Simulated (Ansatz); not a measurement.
## MgTe: equation of state with LDA

The system is MgTe.

```xyz
2
Lattice="0.0000 3.2320 3.2320 3.2320 0.0000 3.2320 3.2320 3.2320 0.0000" Properties=species:S:1:pos:R:3 pbc="T T T"
Te    1.6160    1.6160    1.6160
Mg    0.0000    0.0000    0.0000
```

The cell comes from a database or a generator and needn't be the stable form of this composition.

```
Program             : Ansatz 0.2.0
Task                : equation of state
Functional          : LDA
Potentials or basis : all-electron LAPW, scalar-relativistic
Basis error allowed : 0.001 eV/atom
k mesh              : 7 × 7 × 7
Occupations         : fermi-dirac, width 0.05 eV
Spin                : no spin polarisation
```

The equilibrium volume is 32.31 Å³/atom and the bulk modulus is 39 GPa. The pressure derivative of the bulk modulus is 4.2.

Energy against volume, from the lowest point:
```csv
volume (Å³/atom),energy (meV/atom)
31.735,1.22
32.410,0.00
33.086,2.14
33.761,7.29
34.436,15.15
35.111,25.44
35.787,37.90
```

All runs of the series together: 120 s on 1 thread of Intel(R) Xeon(R) Processor @ 2.50GHz (Skylake/Cascade Lake), with other jobs on the host.

Spin-orbit coupling is left out, which matters for the levels of Te.
